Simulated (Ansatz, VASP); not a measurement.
**Two plane-wave programs on Fe**

```
Fe
1.0
    -1.44300    1.44300    1.44300
     1.44300   -1.44300    1.44300
     1.44300    1.44300   -1.44300
Fe
1
Direct
  0.00000 0.00000 0.00000
```

Alike in both runs: task single point; functional PBE; k mesh 13 × 13 × 13; occupations gaussian, width 0.026 eV; collinear spin, ferromagnetic start.

|  | VASP | Ansatz |
| --- | --- | --- |
| version | VASP 6.6.1 | Ansatz 0.2.0 |
| potentials or method | VASP PAW PBE potentials, release 64 (Fe) | Ansatz PAW |
| plane-wave cutoff (eV) | 520 | 420 |
| valence electrons in the cell | 8 | 16 |

VASP gave:

```
gap on the k mesh at the Fermi level (eV)                     : none
pressure (GPa)                                                : -9.6
net moment per atom (μB)                                      : 2.28
size of the moment on the site where the two differ most (μB) : 2.29
```

**Question.** Which values does Ansatz return?

**Answer.** gap on the k mesh at the Fermi level (eV): none; pressure (GPa): -9.5; net moment per atom (μB): 2.25; size of the moment on the site where the two differ most (μB): 2.31.

Site moments also hang on the region over which each program counts them. A gap of «none» marks a metal or a gap that the smearing closes. The functional is the same, so the differences come from potentials, cutoffs and numerics. The two sets of potentials don't hold the same shells in valence.
